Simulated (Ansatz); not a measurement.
I need an equation of state with a fit of InSe, space group R3m. Use Ansatz 0.2.0 through its Python package. Level of theory (first run): PBEsol, PAW, cutoff 470 eV, 6×6×6 k-points, fixed occupations.

```
In Se
1.0
     2.00000    1.15470    8.44000
    -2.00000    1.15470    8.44000
     0.00000   -2.30940    8.44000
In Se
2 2
Cartesian
  0.0000 0.0000 0.0000
  0.0000 0.0000 2.8206
  0.0000 0.0000 15.6098
  0.0000 0.0000 20.9675
```

`eos_inse.py`
```python
'''Energy against volume for InSe, with a fit.'''

from dataclasses import dataclass

import ansatz as az
import numpy as np
from pymatgen.analysis.eos import EOS


@dataclass(frozen=True)
class Settings:
    functional: str = 'pbesol'
    cutoff_ev: int = 470
    occupations: str = 'Fixed'
    max_iterations: int = 60
    kgrid: tuple[int, ...] = (6, 6, 6)


settings = Settings()

vectors0 = np.array([
    [2.0, 1.154701, 8.44],
    [-2.0, 1.154701, 8.44],
    [0.0, -2.309401, 8.44],
])
sites = [
    ('In', [0.0, 0.0, 0.0]),
    ('In', [0.1114, 0.1114, 0.1114]),
    ('Se', [0.6165, 0.6165, 0.6165]),
    ('Se', [0.8281, 0.8281, 0.8281]),
]


def crystal_on(cell):
    crystal = az.Crystal(lattice=az.Lattice.of(cell))
    for symbol, position in sites:
        crystal = crystal.atom(symbol, position)
    return crystal

# uniform scaling of the cell
volumes, energies = [], []
for scale in np.linspace(0.88, 1.12, 7):
    cell = vectors0 * scale ** (1 / 3)
    setup = (
        crystal_on(cell).calculation()
        .functional(settings.functional)
        .pseudopotentials('paw')
        .basis(settings.cutoff_ev)
        .occupations(settings.occupations)
        .scf(max_iterations=settings.max_iterations)
        .kpoints(*settings.kgrid)
    )
    summary = setup.run(threads=1, pin='off').report
    volumes.append(abs(np.linalg.det(cell)) / len(sites))
    energies.append(summary['free_energy_ev'] / len(sites))
    print(f'V = {volumes[-1]:8.4f} A^3/atom  F = {energies[-1]:.5f} eV/atom')

for form in ['murnaghan', 'pourier_tarantola', 'vinet']:
    fit = EOS(eos_name=form).fit(volumes, energies)
    print(f'{form:18s} V0 {fit.v0:8.4f} A^3/atom  B0 {fit.b0_GPa:7.1f} GPa  B1 {fit.b1:5.2f}')
```

```console
$ python eos_inse.py
V =  25.7286 A^3/atom  F = -5475.19799 eV/atom
V =  26.8981 A^3/atom  F = -5475.24997 eV/atom
V =  28.0675 A^3/atom  F = -5475.27825 eV/atom
V =  29.2370 A^3/atom  F = -5475.28766 eV/atom
V =  30.4065 A^3/atom  F = -5475.28206 eV/atom
V =  31.5760 A^3/atom  F = -5475.26454 eV/atom
V =  32.7455 A^3/atom  F = -5475.23758 eV/atom
murnaghan          V0  29.3459 A^3/atom  B0    49.9 GPa  B1  4.66
pourier_tarantola  V0  29.3408 A^3/atom  B0    50.6 GPa  B1  4.79
vinet              V0  29.3422 A^3/atom  B0    50.4 GPa  B1  4.76
```

A third-order Birch-Murnaghan fit through the 7 points (the script's own form differs a little) has its minimum at 29.34 Å³ an atom, 0.4 % above the typed cell, with a bulk modulus of 50 GPa and dB/dP = 4.7. From that minimum the energy rises by 89.7 meV an atom on the compressed side and 50.1 meV on the expanded side.

What to keep in mind:
- Total energies depend on the potentials; only differences at equal settings carry meaning.
- Shape and fractional positions are held along the curve, so the bulk modulus is an upper value where they are free to relax.
- For a gap this small the mesh is coarse, and bands can meet between its points.
- Of the deposited cell: the entry's cell lengths or inner coordinates differ somewhat from later room-temperature determinations.
- The starting cell is as deposited in a crystallographic database; the results hold for this polymorph, which needn't be the stable one.
- Wall time of the script: 46 s on 1 thread of Intel(R) Xeon(R) Processor @ 2.30GHz, with other jobs on the host, peak memory 0.69 GiB.
